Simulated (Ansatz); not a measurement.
LiH (Fm-3m)

Computed with Ansatz 0.2.0, DFT PBE, scalar-relativistic, plane waves, PAW.

Plane waves to 420 eV, a k mesh through Γ of 10×10×10 on the computed 2-atom cell and Gaussian smearing (0.02 eV); no spin polarisation.

The structure is relaxed at this level of theory with its symmetry kept.

```
Li H
1.0
     0.00000    2.00340    2.00340
     2.00340    0.00000    2.00340
     2.00340    2.00340    0.00000
Li H
1 1
Direct
  0.00000 0.00000 0.00000
  0.50000 0.50000 0.50000
```

Task: Formation energy from the elements' standard states (uncorrected)?

Result: -0.417 eV/atom.

Task: Kohn–Sham band gap?

Result: 2.98 eV.

Task: Löwdin character of the top 1 eV of the valence band?

Result: H 1s 93 %.

Task: Bader charges (e)?

Result: Li (1 in the cell) 0.85, H (1 in the cell) -0.85.